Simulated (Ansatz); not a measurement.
The system is TaN.

```xyz
2
Lattice="0.0000 2.2113 2.2113 2.2113 0.0000 2.2113 2.2113 2.2113 0.0000" Properties=species:S:1:pos:R:3 pbc="T T T"
Ta    2.2113    2.2113    2.2113
N     0.0000    0.0000    0.0000
```

The cell comes from a database or a generator and needn't be the stable form of this composition.

Base run:

| Item | Value |
| --- | --- |
| Program | Ansatz 0.2.0 |
| Functional | r2SCAN |
| Potentials or basis | Ansatz PAW |
| Cutoff | 500 eV (not typed: the program's choice for these potentials) |
| k mesh | 10 × 10 × 10 |
| Occupations | fermi-dirac, width 0.05 eV |
| Spin | no spin polarisation |
| Hubbard terms | Ta d U = 3 eV |

Its results: band gap on the k mesh none (metal or under the smearing width); pressure -3.4 GPa.

Problem. The run is repeated on the same cell with these changes: hubbard terms from Ta d U = 3 eV to Ta d U = 5 eV. What comes out?

Solution. Band gap on the k mesh none (metal or under the smearing width); pressure -1.3 GPa.

Caveats: U without spin polarisation on a metal has little footing; the PAW data sets come from PBE, with cores solved anew for the run's functional, which leaves a small shift of forces and pressure; the density of states is complete only up to the lowest level of the last band computed.
